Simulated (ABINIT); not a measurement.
Runs of ABINIT 10.8.3 (patched build) on Ge. The structure is cubic, space group Fd-3m (No. 227). Conventional cell: a = 5.658 Å, b = 5.658 Å, c = 5.658 Å, α = 90.00°, β = 90.00°, γ = 90.00°. Around Ge (site symmetry -43m) lie 4 Ge at 2.45 Å. 

```csv
task,level,potentials or basis,k mesh,cutoff (eV),fine-grid cutoff,mesh quality,gap on the mesh (eV)
single point,LDA,JTH PAW LDA v2.0,5 × 5 × 5,544,1088.46 eV,coarse,none
band structure,LDA-PZ,JTH PAW LDA v2.0,8 × 8 × 8,544,1088.46 eV,not flagged,none
band structure,r2SCAN,JTH PAW PBE v2.0,8 × 8 × 8,707,1306.15 eV,not flagged,(a)
band structure,RPBE,JTH PAW PBE v2.0,8 × 8 × 8,544,1088.46 eV,not flagged,0.11
```

Alike in all rows: no spin polarisation; cell as given; smearing fermi-dirac 0.05 eV.

Question: Fill in the values left out.

Answer: (a) 0.40.

Caveats: some runs use coarse meshes; this crystal is a semiconductor, whose small gap the functional closes, so the metal is an error of the method (some runs).

A k mesh can miss the band edges, and the runs leave out spin-orbit coupling on Ge.

A gap of «none» marks a metal or a gap under the smearing width.

Not every run made on this cell is shown here.
